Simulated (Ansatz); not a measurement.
# NiSi2: strain energy, fitted

NiSi2, Fm-3m, a = 5.447 Å. Ansatz: PBE, PAW, 420 eV, Γ-centred 10×10×8 mesh on 6 atoms, Gaussian smearing 0.10 eV; no spin polarisation. Series: biaxial strain in the a-b plane, c and atoms relaxed; x is the strain in per cent. The axes a, b, c are those of the computed cell (3.851, 3.851, 5.447 Å), along [1 1 0], [-1 1 0], [0 0 1] of the cell named above. y is the free energy over the unstrained cell, V0 = 13.466 Å³/atom.

| x (%) | y (meV/atom) |
| --- | --- |
| -6.0 | ? |
| -4.0 | 19.48 |
| -2.0 | 4.72 |
| 0.0 | 0.00 |
| 2.0 | 3.32 |
| 4.0 | 17.05 |
| 6.0 | 40.55 |

Question: Fit y = c2 x² + c3 x³ to the other rows, turn c2 into a modulus, and predict the missing energy.

Answer: Least squares on the rows shown. y = 1.1635 x² − 0.0082815 x³. In eV per unit strain² c2 is 11.63; M is the biaxial modulus (E = M V0 ε²): 11.63 × 160.2 / (13.466) = 138 GPa. With a term in x⁴ added, the coefficient of x² becomes 1.042, 10 % less, which shows how far this figure hangs on the form. At x = -6.0 the fit asked for gives 43.67 meV/atom. The run gave 47.88 meV/atom, so the fit is 4.21 meV/atom too low, 8.8 % of the span of the series, against an rms of 0.77 meV/atom on the fitted rows. The row lies outside the fitted range. With a term in x⁴ added, a fit to the same known rows predicts 49.60 meV/atom, a smaller miss on the other side.